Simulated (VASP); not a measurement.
## BiTe: single point with LDA

BiTe:

```
Bi Te
1.0
     0.00000    3.23500    3.23500
     3.23500    0.00000    3.23500
     3.23500    3.23500    0.00000
Bi Te
1 1
Direct
  0.00000 0.00000 0.00000
  0.50000 0.50000 0.50000
```

```json
{
  "Program": "VASP 6.6.1",
  "Task": "single point",
  "Functional": "LDA",
  "Potentials or basis": "VASP PAW LDA potentials, release 64 (Bi_d, Te)",
  "Cutoff": "520 eV",
  "k mesh": "10 × 10 × 10",
  "Occupations": "fermi-dirac, width 0.03 eV",
  "Spin": "no spin polarisation",
  "Dipole correction": "no",
  "Further INCAR settings": "ALGO = Fast; EDIFF = 1e-06; NBANDS = 18"
}
```

```json
{"Pressure": "-2.7 GPa", "Band gap on the k mesh": "none (metal or under the smearing width)"}
```

Levels at points of the mesh, in eV from the Fermi level:
| k point | band 7 | band 8 | band 9 | band 10 | band 11 | band 12 | band 13 | band 14 |
| --- | --- | --- | --- | --- | --- | --- | --- | --- |
| (0.00, 0.00, 0.00) | -8.14 | -2.49 | -2.49 | -2.49 | 2.15 | 2.15 | 2.15 | 4.72 |
| (0.50, 0.00, 0.00) | -11.23 | -1.85 | -1.85 | -1.55 | -0.83 | -0.61 | -0.61 | 7.30 |
| (0.50, 0.50, 0.00) | -9.94 | -5.61 | -3.96 | -3.96 | 2.27 | 3.58 | 3.58 | 4.93 |

It took 100 s on 1 thread of Intel(R) Xeon(R) Platinum 8375C CPU @ 2.90GHz (Ice Lake), on a shared host, peak memory 0.21 GiB.

Caveat: spin-orbit coupling is left out, which moves the levels of the heavy elements.
